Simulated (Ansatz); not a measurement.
## Zone-centre phonons of Al2Cu: input and output

Level of theory: DFT PBE, scalar-relativistic, plane waves, PAW (Ansatz 0.2.0).

Launched with:
```bash
ansatz run input.yaml --threads 1 --pin off --max-ram 3072MiB --backend cpu --events-out ev --progress --plain --runs-dir out
```

Input (bare energies are in eV):
```yaml
crystal:
  lattice:
    - [-2.0452782062, 2.0452782062, 2.8924627113]
    - [2.0452782062, -2.0452782062, 2.8924627113]
    - [2.0452782062, 2.0452782062, -2.8924627113]
  atoms:
    - { symbol: Al, position: [0.75, 0.25, 0.5] }
    - { symbol: Al, position: [0.25, 0.75, 0.5] }
    - { symbol: Cu, position: [0.5, 0.5, 0.0] }
basis:
  ecutwfc: 420
kpoints:
  mp_grid: { grid: [14, 14, 14] }
hamiltonian:
  xc: pbe
scf:
  occupations: { method: fermi_dirac, width: 0.15 }
output:
  eigenvalues: true
phonons:
  method: dfpt
  eigenvectors: true
```

Results section of the output:
```
--- Phonons (Γ-DFPT): 2 representative perturbations + reference, on 244 of 2744 k-points (Σ response iterations 7) ---
  k mesh reduced under 8 symmetry operations, with k and −k counted as one. Each operation leaves every solved displacement unchanged or reverses it
  ASR residual: 3.112e-4 → 0.000e0 eV/Å²; symmetrization residual: 4.056e-6 eV/Å²
  ASR residual per site (eV/Å²): 7.89e-6 7.89e-6 3.11e-4
  Γ frequencies (cm⁻¹): 0.00 0.00 0.00 255.33 255.33 255.33 273.02 273.02 273.02
  non-analytic LO–TO correction: not included (Born effective charges unavailable; polar crystals: no LO–TO splitting at Γ)
```

The run took 40 s on 1 thread of AMD EPYC 7R43 64-Core Processor (Zen 3), on a shared host, peak memory 0.9 GiB.

In a metal, frequencies and elastic constants depend on the k mesh and the smearing, soft modes and shear constants most.